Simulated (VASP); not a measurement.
Wanted: the native input for a VASP 6.6.1 run.

- Task: relaxation of cell and atoms
- Functional: LDA
- Potentials or basis: VASP PAW LDA potentials, release 64 (Hf_pv, N)
- Cutoff: 600 eV
- k mesh: 10 × 10 × 5
- Occupations: fermi-dirac, width 0.05 eV
- Spin: no spin polarisation
- Further INCAR settings: ALGO = Normal; EDIFF = 1e-06; IBRION = 2; EDIFFG = -0.02; NSW = 60; ISIF = 3

The structure of Hf2N lies in POSCAR:

```
Hf2N
1.0
    3.0801700000      0.0000000000      0.0000000000
   -1.5400800000      2.6675000000      0.0000000000
    0.0000000000      0.0000000000      5.8821000000
Hf N
2 1
Direct
    0.0000000000      0.0000000000      0.7474300000
    0.0000000000      0.0000000000      0.2525700000
    0.6666700000      0.3333300000      0.5000000000
```

The cell was built by a generator and needn't be a form met in nature.

These files were run (other wordings do the same):

INCAR

```
PREC = Accurate
ENCUT = 600
EDIFF = 1E-6
ISMEAR = -1
SIGMA = 0.05
LREAL = F
LASPH = T
NELM = 80
ALGO = Normal
ISIF = 3
LWAVE = F
LCHARG = F
IBRION = 2
NSW = 60
EDIFFG = -0.02
```

KPOINTS

```
Automatic mesh
0
Gamma
  10 10 5
```

Potentials or basis: VASP PAW LDA potentials, release 64 (Hf_pv, N).

The run is started by

```console
$ cat potpaw_LDA.64/Hf_pv/POTCAR potpaw_LDA.64/N/POTCAR > POTCAR
$ mpirun -np 1 vasp_std > vasp.out
```

It gave:

```
Relaxed volume                         : 15.01 Å³/atom
Relaxed cell                           : a = 3.017 Å, b = 3.017 Å, c = 5.715 Å, α = 90.00°, β = 90.00°, γ = 120.00°
Space group after relaxing (to 0.05 Å) : P-6m2 (No. 187)
Energy gained by relaxing              : 37.8 meV/atom
Ionic steps                            : 7
Pressure after relaxing                : 0.2 GPa
Largest force after relaxing           : 0.009 eV/Å
Band gap on the k mesh                 : none (metal or under the smearing width)
```

Wall time 5 min on 1 thread of Intel(R) Xeon(R) Platinum 8488C (Sapphire Rapids), on a shared host, peak memory 0.23 GiB.
